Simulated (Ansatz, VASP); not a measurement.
Se: VASP beside Ansatz

Contents of INCAR:

```
PREC = Accurate
ENCUT = 520
EDIFF = 1E-6
ISMEAR = -1
SIGMA = 0.1
LREAL = False
LASPH = True
NELM = 100
ALGO = Normal
ISIF = 2
LWAVE = False
LCHARG = False
GGA = RP
NBANDS = 13
```

Contents of KPOINTS:

```
regular mesh
0
Gamma
  10 10 10
```

File POSCAR:

```
Se
1.0
    0.0000000000      3.0730788139      3.0730788139
    3.0730788139      0.0000000000      3.0730788139
    3.0730788139      3.0730788139      0.0000000000
Se
2
Direct
    0.1250000000      0.1250000000      0.1250000000
    0.8750000000      0.8750000000      0.8750000000
```

Input for Ansatz:

```yaml
crystal:
  lattice:
    - [0.0, 3.0730788139, 3.0730788139]
    - [3.0730788139, 0.0, 3.0730788139]
    - [3.0730788139, 3.0730788139, 0.0]
  atoms:
    - { symbol: Se, position: [0.125, 0.125, 0.125] }
    - { symbol: Se, position: [0.875, 0.875, 0.875] }
hamiltonian:
  xc: rpbe
  pseudopotentials:
    kind: paw
    azcp:
      Se: "pseudopotentials/Se.paw.azcp"
basis:
  ecutwfc: 420
  fft_grid_basis: typed
kpoints:
  mp_grid: { grid: [10, 10, 10], shift: [0, 0, 0] }
magnetization:
  spin_polarized: false
scf:
  occupations: { method: fermi_dirac, width: 0.1 }
  lower_state_search: "off"
output:
  stress: true
  write_density: true
  write_potential: true
  elf: true
  volumetric_format: npy
```

Alike in both runs: task single point; functional RPBE; k mesh 10 × 10 × 10; occupations fermi-dirac, width 0.1 eV; no spin polarisation.

```csv
,VASP,Ansatz
version,VASP 6.6.1,Ansatz 0.2.0
potentials or method,"VASP PAW PBE potentials, release 64 (Se)","plane waves (420 eV) with PAW, scalar-relativistic"
plane-wave cutoff (eV),520,420
valence electrons in the cell,12,32
```

```tsv
	VASP	Ansatz	Ansatz less VASP
pressure (GPa)	5.7	5.7	-0.01
```

The two sets of potentials don't hold the same shells in valence.

Caveats: the PAW data sets were made with another functional, which shifts forces and pressure a little (VASP).
